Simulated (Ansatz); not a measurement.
**Zone-centre phonons of GaSb at 35 GPa: input and output**

Theory: Ansatz 0.2.0, DFT PBEsol, scalar-relativistic, plane waves, PAW.

Launched with:
```bash
ansatz run input.yaml --threads 1 --pin off --max-ram 3072MiB --backend cpu --events-out ev --progress --plain --runs-dir out
```

Input (bare energies are in eV):
```yaml
crystal:
  lattice:
    - [0.0, 2.7461250897, 2.7461250897]
    - [2.7461250897, 0.0, 2.7461250897]
    - [2.7461250897, 2.7461250897, 0.0]
  atoms:
    - { symbol: Ga, position: [0.0, 0.0, 0.0] }
    - { symbol: Sb, position: [0.75, 0.75, 0.75] }
basis:
  ecutwfc: 420
kpoints:
  mp_grid: { grid: [12, 12, 12] }
hamiltonian:
  xc: pbesol
scf:
  occupations: { method: gaussian, width: 0.01 }
output:
  eigenvalues: true
phonons:
  method: dfpt
  eigenvectors: true
```

Results section of the output:
```
--- Phonons (Γ-DFPT): 2 representative perturbations + reference, on 163 of 1728 k-points (Σ response iterations 6) ---
  k mesh reduced under 8 symmetry operations, with k and −k counted as one. Each operation leaves every solved displacement unchanged or reverses it
  ASR residual: 2.608e-5 → 0.000e0 eV/Å²; symmetrization residual: 1.501e-5 eV/Å²
  ASR residual per site (eV/Å²): 1.15e-5 2.61e-5
  Γ frequencies (cm⁻¹): 0.00 0.00 0.00 322.17 322.17 322.17
  non-analytic LO–TO correction: not included (Born effective charges unavailable; polar crystals: no LO–TO splitting at Γ)
```

Time: 18 s on 1 thread of AMD EPYC 9R45 96-Core Processor (Zen 5), with other jobs on the host, peak memory 0.77 GiB.

Spin–orbit coupling is left out, which matters for heavy elements. The real crystal has changed phase below this pressure. The bands were filled as in an insulator; under compression the gap may have closed between mesh points.